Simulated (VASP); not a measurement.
CuAu:

```xyz
2
Lattice="2.8107 0.0000 0.0000 0.0000 2.8107 0.0000 0.0000 0.0000 3.6850" Properties=species:S:1:pos:R:3 pbc="T T T"
Au    0.0000    0.0000    0.0000
Cu    1.4054    1.4054    1.8425
```

* Program: VASP 6.6.1
* Task: relaxation of cell and atoms
* Functional: PBEsol
* Potentials or basis: VASP PAW PBE potentials, release 64 (Au, Cu)
* Cutoff: 600 eV
* k mesh: 8 × 8 × 6
* Occupations: fermi-dirac, width 0.05 eV
* Spin: no spin polarisation

At the start: pressure -3.3 GPa; volume 14.56 Å³/atom.

Question: Where does the relaxation end?

Answer: Over 23 steps the energy falls by 11.6 meV/atom and the volume is 14.18 Å³/atom (-2.6 %); space group P4/mmm (No. 123, to 0.05 Å).

Step by step:
```tsv
step	energy change (eV)	largest force (eV/Å)	pressure (GPa)	volume (Å³)
1	0.0000	0.0000	-3.28	29.11
2	0.0000	0.0000	4.17	27.87
3	-0.0072	0.0000	0.29	28.48
4	-0.0092	0.0000	0.45	28.49
5	-0.0129	0.0000	0.17	28.48
6	-0.0135	0.0000	0.18	28.47
7	-0.0136	0.0000	0.29	28.47
8	-0.0138	0.0000	0.11	28.45
9	-0.0153	0.0000	0.13	28.41
10	-0.0150	0.0000	0.90	28.27
11	-0.0086	0.0000	4.30	27.73
12	-0.0197	0.0000	1.68	28.12
13	-0.0192	0.0000	2.82	27.94
14	-0.0206	0.0000	1.98	28.06
15	-0.0213	0.0000	0.94	28.22
16	-0.0216	0.0000	0.95	28.24
17	-0.0224	0.0000	0.75	28.30
18	-0.0231	0.0000	-0.15	28.40
19	-0.0231	0.0000	-0.15	28.41
20	-0.0231	0.0000	-0.23	28.43
21	-0.0231	0.0000	-0.24	28.42
22	-0.0232	0.0000	-0.21	28.40
23	-0.0232	0.0000	-0.03	28.36
```

Final structure:
```
Au Cu
1.0
     3.02499    0.00000    0.00000
     0.00000    3.02499    0.00000
     0.00000    0.00000    3.09960
Au Cu
1 1
Direct
  0.00000 0.00000 0.00000
  0.50000 0.50000 0.50000
```

Caveat: the PAW data sets were made with another functional, which shifts forces and pressure a little.
